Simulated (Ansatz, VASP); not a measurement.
**Fe in VASP and in Ansatz**

INCAR

```
  PREC = Accurate
  ENCUT = 600
  EDIFF = 1E-7
  ISMEAR = -1
  SIGMA = 0.05
  LREAL = False
  LASPH = True
  NELM = 150
  ALGO = Normal
  ISIF = 3
  LWAVE = False
  LCHARG = False
  ISPIN = 2
  MAGMOM = 3
  LORBIT = 11
  LMAXMIX = 4
  GGA = B5
  ALDAX = 1.0
  AGGAX = 1.0
  AGGAC = 1.0
  ALDAC = 0.0
  IVDW = 12
  VDW_S6 = 1.0
  VDW_S8 = 2.6996
  VDW_A1 = 0.4298
  VDW_A2 = 4.2359
  IBRION = 2
  NSW = 80
  EDIFFG = -0.005
```

KPOINTS

```
Automatic mesh
0
Gamma
  13 13 13
```

Contents of POSCAR:

```
Fe
1.0
   -1.4430000000      1.4430000000      1.4430000000
    1.4430000000     -1.4430000000      1.4430000000
    1.4430000000      1.4430000000     -1.4430000000
Fe
1
Direct
    0.0000000000      0.0000000000      0.0000000000
```

Contents of input.yaml:

```yaml
crystal:
  lattice:
    - [-1.443, 1.443, 1.443]
    - [1.443, -1.443, 1.443]
    - [1.443, 1.443, -1.443]
  atoms:
    - { symbol: Fe, position: [0.0, 0.0, 0.0], spin: 3.0 }
kpoints:
  mp_grid: { grid: [13, 13, 13] }
scf:
  occupations: { method: fermi_dirac, width: 0.05 }
hamiltonian:
  xc: blyp
  dispersion: d3bj
  pseudopotentials: { kind: all_electron, lapw: { basis_error: 0.001 } }
magnetization:
  spin_polarized: true
output:
  forces: true
  stress: true
relax:
  f_tol: 0.005
  max_steps: 60
  cell: {}
```

Alike in both runs: task relaxation of cell and atoms; functional BLYP; dispersion D3(BJ); k mesh 13 × 13 × 13; occupations fermi-dirac, width 0.05 eV; collinear spin.

|  | VASP | Ansatz |
| --- | --- | --- |
| version | VASP 6.6.1 | Ansatz 0.2.0 |
| potentials or method | VASP PAW PBE potentials, release 64 (Fe) | all-electron LAPW, scalar-relativistic |
| plane-wave cutoff (eV) | 600 | see its input |

Ansatz gave:

* net moment per atom (μB): 2.07
* size of the moment on the site where the two differ most (μB): 2.12
* relaxed volume (Å³/atom): 11.09
* relaxed cell length with the largest relative difference (Å): 2.433
* energy change over the relaxation (meV/atom): -45

**Question.** What did VASP give for the same quantities?

**Answer.** net moment per atom (μB): 2.08; size of the moment on the site where the two differ most (μB): 2.07; relaxed volume (Å³/atom): 11.09; relaxed cell length with the largest relative difference (Å): 2.433; energy change over the relaxation (meV/atom): -43.

Site moments also hang on the region over which each program counts them. Ansatz ran all-electron here, so the differences hold the error of VASP's frozen core and of both bases.

Caveats: the PAW data sets were made with another functional, which shifts forces and pressure a little (VASP); pairwise dispersion overbinds metals, which lowers pressure and volume (VASP).
